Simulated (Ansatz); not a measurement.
## Ir: changing the pressure

The cell as given:

```
Ir
1.0
     0.00000    1.91560    1.91560
     1.91560    0.00000    1.91560
     1.91560    1.91560    0.00000
Ir
1
Direct
  0.00000 0.00000 0.00000
```

Kept alike: task relaxation of cell and atoms; functional PBEsol; k mesh 12 × 12 × 12; occupations fermi-dirac, width 0.05 eV; no spin polarisation. Program: Ansatz, all-electron LAPW, scalar-relativistic. The mesh is that of the run's cell of 1 atom. No spin-orbit coupling.

| pressure, P (GPa) | volume (Å³/atom) |
| --- | --- |
| 0 | 14.033 |
| 5 | 13.858 |
| 10 | 13.696 |
| 20 | 13.401 |
| 30 | 13.140 |

The relaxations keep at least the cell's symmetry (Fm-3m). For a metal such a mesh leaves the last digits unconverged. The runs follow the start's structure, whether or not it is the stable one at these pressures.

The volume falls from 14.033 to 13.140 Å³/atom between 0 and 30 GPa. The volume falls ever more slowly, since the solid stiffens under load. At the pressures aimed at, which the runs meet within some tenths of a GPa, the step from 0 to 5 GPa gives a mean bulk modulus near 398 GPa, the last step 508 GPa.

Iridium yields little even at 30 GPa, as expected of one of the least compressible elemental metals. Its stiffness comes from the 5d shell. The orbitals reach far enough to overlap strongly with those of the neighbours, and in group 9 the bonding part of the d band is largely filled while the antibonding part is only partly so. This d bonding pulls the atoms together against the repulsion of the sp electrons, which are squeezed into the core regions, and the equilibrium volume is where the two balance.

Under compression the d band widens and the attraction grows, but the kinetic-energy and core-overlap repulsion rises faster. Each further reduction in volume therefore costs more pressure, and the mean modulus climbs from 398 to 508 GPa. The smooth course of the volumes gives no sign of an abrupt electronic change, though a subtle change in the Fermi surface could pass unnoticed in such data. Resistance to uniform compression also leaves open the response to shear, on which iridium's hardness and its unusual tendency to cleave depend.
